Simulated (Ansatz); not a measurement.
# PbSe: the cost of one run

Computed with Ansatz 0.2.0 (DFT PBEsol, spin-orbit coupling, plane waves, PAW, and further levels as typed in the inputs, unless a step's input says otherwise).

### 1 The structure to begin with

The structure is cubic, space group Fm-3m (No. 225). The conventional cell has a = 6.108 Å, b = 6.108 Å, c = 6.108 Å, α = 90.00°, β = 90.00°, γ = 90.00°. Pb (site symmetry m-3m) has 6 Se at 3.05 Å as nearest neighbours. Se (site symmetry m-3m) is surrounded by 6 Pb at 3.05 Å.

Structure file:

```cif
data_structure
_symmetry_space_group_name_H-M 'P 1'
_symmetry_Int_Tables_number 1
_cell_length_a 4.3191
_cell_length_b 4.3191
_cell_length_c 4.3191
_cell_angle_alpha 60.000
_cell_angle_beta 60.000
_cell_angle_gamma 60.000
_cell_volume 56.97
loop_
_atom_site_label
_atom_site_type_symbol
_atom_site_fract_x
_atom_site_fract_y
_atom_site_fract_z
_atom_site_occupancy
Pb1 Pb 0.00000 0.00000 0.00000 1
Se1 Se 0.50000 0.50000 0.50000 1
```

### 2 Single point: PbSe

Contents of input.yaml:

```yaml
crystal:
  lattice:
    - [0.0, 3.0540837278, 3.0540837278]
    - [3.0540837278, 0.0, 3.0540837278]
    - [3.0540837278, 3.0540837278, 0.0]
  atoms:
    - { symbol: Pb, position: [0.0, 0.0, 0.0] }
    - { symbol: Se, position: [0.5, 0.5, 0.5] }
scf:
  occupations: { method: gaussian, width: 0.01 }
output:
  eigenvalues: true
  eigenstates: { kpoints: [[0.5, 0.5, 0.5]], top_band: c2, e_range: [-1.5, 1.5] }
  write_density: true
  write_potential: true
  elf: true
  volumetric_format: npy
hamiltonian:
  xc: pbesol
magnetization:
  noncollinear: true
  spin_orbit: true
kpoints:
  mp_grid: { grid: [10, 10, 10] }
```

Started as:

```bash
$ ansatz run input.yaml --threads 4 --pin off --max-ram 12288MiB --backend cpu --events-out ev --progress --plain --runs-dir out
```

Q: Estimate wall time and peak memory on 4 threads of AMD EPYC 7R43 (Zen 3), shared host.

About 6.8 s, with a peak of 0.66 GiB.
